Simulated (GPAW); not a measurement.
Consider MgO (Periclase, Fm-3m).

```xyz
2
Lattice="0.0000 2.1085 2.1085 2.1085 0.0000 2.1085 2.1085 2.1085 0.0000" Properties=species:S:1:pos:R:3 pbc="T T T"
Mg    0.0000    0.0000    0.0000
O     2.1085    2.1085    2.1085
```

Absorber: atom 1, with 6 O at 2.11 Å (octahedral, site symmetry m-3m). Method: GPAW, PBE, full core hole (charged cell), 16-atom cell with 6.0 Å between holes, 5×5×5 k points, dipole transitions, Gaussian full width 0.9 eV up to 4 eV, rising linearly to 3.5 eV at 25 eV.

The database entry behind the starting cell differs from later determinations by our own check (about 0.1 % long), so it need not match the best structure at ambient conditions.

Predict the near-edge structure at the Mg K edge.

Main maxima up to 24 eV above the zero (height): 4.5 eV (2.06), 8.7 eV (2.06), 10.9 eV (2.31) and 22.9 eV (0.69). A K edge sees empty p states on the absorber. The total-energy difference plus the lowest empty eigenvalue puts the zero at 1315.65 eV. One term is added: -12.99 eV, since the hole is spin-paired here and a spin-polarised one costs that much less in the free atom (computed apart). The photon energy is then 1302.66 eV. The tabulated edge of the element is 1303 eV. The functional and the charged cell's background leave an error of a few eV in such absolute values.

The Mg K spectrum (energy from the lowest empty level; intensity scaled to a mean of 1 over the first 20 eV):

| E (eV) | intensity |
| --- | --- |
| -2.00 | 0.00 |
| -1.25 | 0.00 |
| -0.50 | 0.00 |
| 0.25 | 0.00 |
| 1.00 | 0.02 |
| 1.75 | 0.05 |
| 2.50 | 0.23 |
| 3.25 | 1.13 |
| 4.00 | 1.75 |
| 4.75 | 1.93 |
| 5.50 | 1.44 |
| 6.25 | 1.05 |
| 7.00 | 0.73 |
| 7.75 | 1.33 |
| 8.50 | 2.04 |
| 9.25 | 1.95 |
| 10.00 | 2.09 |
| 10.75 | 2.30 |
| 11.50 | 2.12 |
| 12.25 | 1.44 |
| 13.00 | 0.80 |
| 13.75 | 0.54 |
| 14.50 | 0.48 |
| 15.25 | 0.44 |
| 16.00 | 0.40 |
| 16.75 | 0.38 |
| 17.50 | 0.41 |
| 18.25 | 0.46 |
| 19.00 | 0.54 |
| 19.75 | 0.60 |
| 20.50 | 0.65 |
| 21.25 | 0.67 |
| 22.00 | 0.68 |
| 22.75 | 0.69 |
| 23.50 | 0.68 |
| 24.25 | 0.64 |
| 25.00 | 0.57 |
| 25.75 | 0.47 |
| 26.50 | 0.38 |
| 27.25 | 0.32 |
| 28.00 | 0.29 |
| 28.75 | 0.27 |

The holes are only 6.0 Å apart, so the shape is probably not converged with cell size; no larger cell was run here. The mesh is coarse (0.26 Å⁻¹ between points), so small maxima may be mesh ripples. The structure is a published determination, not relaxed.

[Banner, clock and machine lines of the logs are left out without a mark of their own.]

[Logs are printed without paths, hosts, clocks, repeated set-up lines and the standing remarks that a program may print on its own settings, such as how far it seeks lower states.]

[Hosts, paths, dates, database ids (printed as entryN), source tags and the programs' standing remarks are cut or masked in the printed files.]

[Lists of maxima count a maximum above −3 eV only where it reaches 4 % of the highest in the window and stands out from its surroundings by 2 % of it (1.5 % where it reaches 55 %); shoulders and weaker maxima are passed over, and of the rest the first, up to two pre-edge ones and the few strongest are named.]
